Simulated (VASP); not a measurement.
# BN (P6_3/mmc) in VASP: Born charges and dielectric tensor with PBE

Aim: the Born charges and dielectric tensor of BN with PBE.

Everything below comes from runs of VASP 6.6.1. Logs are shortened: lines on timing, memory, paths and dates and some standing lists are left out, and cuts for length are marked.

## 1. The structure

Symmetry: P6_3/mmc, No. 194, hexagonal system. The conventional cell has a = 2.513 Å, b = 2.513 Å, c = 7.671 Å, α = 90.00°, β = 90.00°, γ = 120.00°. B (site symmetry -6m2) has 3 N at 1.45 Å as nearest neighbours. N (site symmetry -6m2) has 3 B at 1.45 Å as nearest neighbours.

## 2. Born charges and dielectric tensor, PBE

INCAR reads:

```
  PREC = Accurate
  ENCUT = 520
  EDIFF = 1E-8
  ISMEAR = 0
  SIGMA = 0.02
  LREAL = F
  LASPH = T
  NELM = 100
  ALGO = Normal
  ISIF = 2
  LWAVE = F
  LCHARG = F
  GGA = PE
  LEPSILON = T
  IBRION = 8
  NSW = 1
  KPAR = 4
```

KPOINTS reads:

```
Automatic mesh
0
Gamma
  15 15 6
```

POSCAR reads:

```
BN                                      
1.0
    2.5125441778      0.0000000000      0.0000000000
   -1.2562720889      2.1759270812      0.0000000000
   -0.0000000000     -0.0000000000      7.6713315727
  B               N             
     2     2
Direct
     0.3333333300000021    0.6666666699999979    0.2500000000000000
     0.6666666699999979    0.3333333300000021    0.7500000000000000
     0.3333333300000021    0.6666666699999979    0.7500000000000000
     0.6666666699999979    0.3333333300000021    0.2500000000000000
```

Potentials or basis: VASP PAW PBE potentials, release 64 (B, N).

Run with:

```sh
$ cat potpaw_PBE.64/B/POTCAR potpaw_PBE.64/N/POTCAR > POTCAR
$ mpirun -np 4 vasp_std > vasp.out
```

OUTCAR:

```text
PREC = Accurate
   ENCUT = 520
   EDIFF = 1E-8
   ISMEAR = 0
   LREAL = F
   LASPH = T
   NELM = 100
   ISIF = 2
   GGA = PE
   LEPSILON = T
   IBRION = 8
   NSW = 1

 ion  position               nearest neighbor table
   1  0.333  0.667  0.250-   4 1.45   4 1.45   4 1.45
   2  0.667  0.333  0.750-   3 1.45   3 1.45   3 1.45
   3  0.333  0.667  0.750-   2 1.45   2 1.45   2 1.45
   4  0.667  0.333  0.250-   1 1.45   1 1.45   1 1.45

  LATTYP: Found a hexagonal cell.
 ALAT       =     2.5125441778
 C/A-ratio  =     3.0532126123

  Lattice vectors:

 A1 = (   2.5125441778,   0.0000000000,   0.0000000000)
 A2 = (  -1.2562720889,   2.1759270812,   0.0000000000)
 A3 = (   0.0000000000,   0.0000000000,   7.6713315727)

Analysis of symmetry for initial positions (statically):
=====================================================================
 Subroutine PRICEL returns:
 Original cell was already a primitive cell.

 Routine SETGRP: Setting up the symmetry group for a
 hexagonal supercell.

 Subroutine GETGRP returns: Found 24 space group operations
 (whereof 12 operations were pure point group operations)
 out of a pool of 24 trial point group operations.

The static configuration has the point symmetry D_3d.
 The point group associated with its full space group is D_6h.

Analysis of symmetry for dynamics (positions and initial velocities):
=====================================================================
 Subroutine PRICEL returns:
 Original cell was already a primitive cell.

 Routine SETGRP: Setting up the symmetry group for a
 hexagonal supercell.

 Subroutine GETGRP returns: Found 24 space group operations
 (whereof 12 operations were pure point group operations)
 out of a pool of 24 trial point group operations.

The dynamic configuration has the point symmetry D_3d.
 The point group associated with its full space group is D_6h.

 Subroutine INISYM returns: Found 24 space group operations
 (whereof 12 operations are pure point group operations),
 and found     1 'primitive' translations

----------------------------------------------------------------------------------------

                                     Primitive cell

  volume of cell :      41.9400

  direct lattice vectors                    reciprocal lattice vectors
     2.512544178  0.000000000  0.000000000     0.398002952  0.229787112  0.000000000
    -1.256272089  2.175927081  0.000000000     0.000000000  0.459574224  0.000000000
     0.000000000  0.000000000  7.671331573     0.000000000  0.000000000  0.130355466

  length of vectors
     2.512544178  2.512544174  7.671331573     0.459574223  0.459574224  0.130355466

  position of ions in fractional coordinates (direct lattice)
     0.333333330  0.666666670  0.250000000
     0.666666670  0.333333330  0.750000000
     0.333333330  0.666666670  0.750000000
     0.666666670  0.333333330  0.250000000

  ion indices of the primitive-cell ions
   primitive index   ion index
                 1           1
                 2           2
[... 551 lines left out ...]
    -0.00001 -0.00000 -0.00000
     0.00000 -0.00001  0.00000
     0.00000 -0.00000 -0.00008

[... ionic steps 4 to 9 ...]

--------------------------------------- Ionic step       10  -------------------------------------------

------------------------ aborting loop because EDIFF is reached ----------------------------------------

[... ionic steps 11 to 11 ...]

--------------------------------------- Ionic step       12  -------------------------------------------

 Free energy of the ion-electron system (eV)
  ---------------------------------------------------
  ---------------------------------------------------
  free energy    TOTEN  =        -0.27203597 eV

  energy without entropy =       -0.27203597

------------------------ aborting loop because EDIFF is reached ----------------------------------------

 INTERNAL STRAIN TENSOR  FOR ION    3  DIRECTION 3   (eV/Angst):
 -----------------------------------------------------------------------------
     0.00033  0.00000  0.00000
    -0.00000  0.00033 -0.00000
     0.00000  0.00000 -0.00029

 MACROSCOPIC STATIC DIELECTRIC TENSOR (including local field effects in DFT)
 ------------------------------------------------------
           4.287669     0.000000     0.000000
           0.000000     4.287669     0.000000
           0.000000     0.000000     2.194716
 ------------------------------------------------------

 PIEZOELECTRIC TENSOR (including local field effects)  for field in x, y, z        (e  Angst)
          XX          YY          ZZ          XY          YZ          ZX
  --------------------------------------------------------------------------------
  x     0.00000     0.00000     0.00000     0.00000     0.00000     0.00000
  y     0.00000     0.00000     0.00000     0.00000     0.00000     0.00000
  z     0.00000     0.00000     0.00000     0.00000     0.00000     0.00000

 PIEZOELECTRIC TENSOR (including local field effects)  for field in x, y, z        (C/m^2)
          XX          YY          ZZ          XY          YZ          ZX
  --------------------------------------------------------------------------------
  x     0.00000     0.00000     0.00000     0.00000     0.00000     0.00000
  y     0.00000     0.00000     0.00000     0.00000     0.00000     0.00000
  z     0.00000     0.00000     0.00000     0.00000     0.00000     0.00000

 BORN EFFECTIVE CHARGES (including local field effects) (in |e|, cummulative output)
 ---------------------------------------------------------------------------------
 ion    1
    1     2.71260     0.00000     0.00000
    2     0.00000     2.71260     0.00000
    3     0.00000     0.00000     0.54957
 ion    2
    1     2.71260     0.00000     0.00000
    2     0.00000     2.71260     0.00000
    3     0.00000     0.00000     0.54957
 ion    3
    1    -2.71260     0.00000     0.00000
    2     0.00000    -2.71260     0.00000
    3    -0.00000     0.00000    -0.54957
 ion    4
    1    -2.71260     0.00000     0.00000
    2     0.00000    -2.71260     0.00000
    3    -0.00000     0.00000    -0.54957

 INTERNAL STRAIN TENSOR FOR ION    4 for displacements in x,y,z  (eV/Angst):
          X           Y           Z          XY          YZ          ZX
  --------------------------------------------------------------------------------
  x     0.00000     0.00000     0.00000    11.63302     0.00000     0.00000
  y    11.63302   -11.63302     0.00000     0.00000     0.00000     0.00000
  z     0.00000     0.00000    -0.00000    -0.00000     0.00000     0.00000

 SECOND DERIVATIVES (NOT SYMMETRIZED)
 ------------------------------------
               1X          1Y          1Z          2X          2Y          2Z          3X          3Y          3Z          4X          4Y          4Z
  1X   -40.229502    0.000000    0.000000    0.015088    0.000000    0.000000   -0.009258    0.000000    0.000000   40.223673    0.000000    0.000000
  1Y     0.000000  -40.229502    0.000000    0.000000    0.015088    0.000000    0.000000   -0.009258    0.000000    0.000000   40.223672    0.000000
  1Z    -0.000000   -0.000000  -13.839070    0.000000    0.000000    0.563525    0.000000    0.000000   -0.527932    0.000000   -0.000000   13.803477
  2X     0.015088    0.000000    0.000000  -40.229502    0.000000    0.000000   40.223673    0.000000    0.000000   -0.009258    0.000000    0.000000
  2Y     0.000000    0.015088    0.000000    0.000000  -40.229502    0.000000    0.000000   40.223672    0.000000    0.000000   -0.009258    0.000000
  2Z     0.000000    0.000000    0.563525   -0.000000   -0.000000  -13.839070    0.000000   -0.000000   13.803477    0.000000    0.000000   -0.527932
  3X    -0.012992   -0.000000    0.000000   40.228415    0.000000    0.000000  -40.235431    0.000000    0.000000    0.020008    0.000000    0.000000
  3Y    -0.000000   -0.012992    0.000000   -0.000000   40.228415    0.000000    0.000000  -40.235431    0.000000    0.000000    0.020008    0.000000
  3Z     0.000000    0.000000   -0.524844    0.000000    0.000000   13.802384    0.000000    0.000000  -13.889619    0.000000   -0.000000    0.612079
  4X    40.228415    0.000000    0.000000   -0.012992   -0.000000    0.000000    0.020008    0.000000    0.000000  -40.235431    0.000000    0.000000
  4Y    -0.000000   40.228415    0.000000   -0.000000   -0.012992    0.000000    0.000000    0.020008    0.000000    0.000000  -40.235431    0.000000
  4Z     0.000000    0.000000   13.802384    0.000000    0.000000   -0.524844    0.000000   -0.000000    0.612079    0.000000    0.000000  -13.889619

 Eigenvectors and eigenvalues of the dynamical matrix
 ----------------------------------------------------

   1 f  =   40.152661 THz   252.286607 2PiTHz 1339.348591 cm-1   166.057987 meV
             X         Y         Z           dx          dy          dz
     -0.000000  1.450618  1.917833     0.531148    0.000000    0.000000
      1.256272  0.725309  5.753499    -0.531148   -0.000000    0.000000
     -0.000000  1.450618  5.753499     0.466778    0.000000   -0.000000
      1.256272  0.725309  1.917833    -0.466778   -0.000000   -0.000000
[... 71 lines left out ...]
  12 f/i=    0.000859 THz     0.005398 2PiTHz    0.028657 cm-1     0.003553 meV
             X         Y         Z           dx          dy          dz
     -0.000000  1.450618  1.917833     0.000000    0.000000   -0.466773
      1.256272  0.725309  5.753499     0.000000    0.000000   -0.466773
     -0.000000  1.450618  5.753499     0.000000    0.000000   -0.531153
      1.256272  0.725309  1.917833     0.000000    0.000000   -0.531153

--------------------------------------------------------------------------------------------------------

 MACROSCOPIC STATIC DIELECTRIC TENSOR IONIC CONTRIBUTION
 ------------------------------------------------------
           1.578890     0.000000     0.000000
           0.000000     1.578890     0.000000
           0.000000     0.000000     0.196303
 ------------------------------------------------------

 ELASTIC MODULI CONTR FROM IONIC RELAXATION (kBar)
 Direction    XX          YY          ZZ          XY          YZ          ZX
 --------------------------------------------------------------------------------
 XX        -475.1261    475.1261     -0.0000      0.0000     -0.0000      0.0000
 YY         475.1261   -475.1261      0.0000     -0.0000      0.0000     -0.0000
 ZZ          -0.0000      0.0000     -0.0000      0.0000      0.0000     -0.0000
 XY           0.0000     -0.0000      0.0000   -475.1261     -0.0000      0.0000
 YZ          -0.0000      0.0000      0.0000     -0.0000     -0.0000      0.0000
 ZX           0.0000     -0.0000     -0.0000      0.0000      0.0000     -0.0000
 --------------------------------------------------------------------------------

 PIEZOELECTRIC TENSOR IONIC CONTR  for field in x, y, z        (C/m^2)
          XX          YY          ZZ          XY          YZ          ZX
  --------------------------------------------------------------------------------
  x    -0.00000     0.00000    -0.00000     0.00000     0.00000    -0.00000
  y     0.00000    -0.00000    -0.00000    -0.00000    -0.00000     0.00000
  z     0.00000    -0.00000    -0.00000     0.00000     0.00000    -0.00000
```

Run time: 19 min. Hardware: 4 MPI ranks of AMD EPYC 7R43 (Zen 3), shared host; peak memory 0.56 GiB.

Results:

```yaml
Band_gap_on_the_k_mesh: 4.50 eV, indirect (least direct gap 4.65 eV)
Electronic_dielectric_tensor_diagonal: 4.29, 4.29, 2.19
Born_charges_mean_of_the_diagonal: B +1.99; N -1.99 e
Highest_phonon_frequency_at_Γ_LO-TO_splitting_left_out: 1339 cm⁻¹
```

Phonon frequencies in cm⁻¹ (negative: imaginary):
```tsv
q point	frequencies
(0.000, 0.000, 0.000)	0 0 0 17 17 52 769 801 1339 1339 1339 1339
```

Electronic dielectric tensor:
```
4.29 0.00 0.00
0.00 4.29 0.00
0.00 0.00 2.19
```

Born effective charge tensors (e):
atom 1, B
```
2.71 0.00 0.00
0.00 2.71 0.00
0.00 0.00 0.55
```
atom 2, B
```
2.71 0.00 0.00
0.00 2.71 0.00
0.00 0.00 0.55
```
atom 3, N
```
-2.71  0.00  0.00
 0.00 -2.71  0.00
 0.00  0.00 -0.55
```
atom 4, N
```
-2.71  0.00  0.00
 0.00 -2.71  0.00
 0.00  0.00 -0.55
```

Caveat: an odd mesh through Γ misses points on the zone boundary, where band edges often lie.
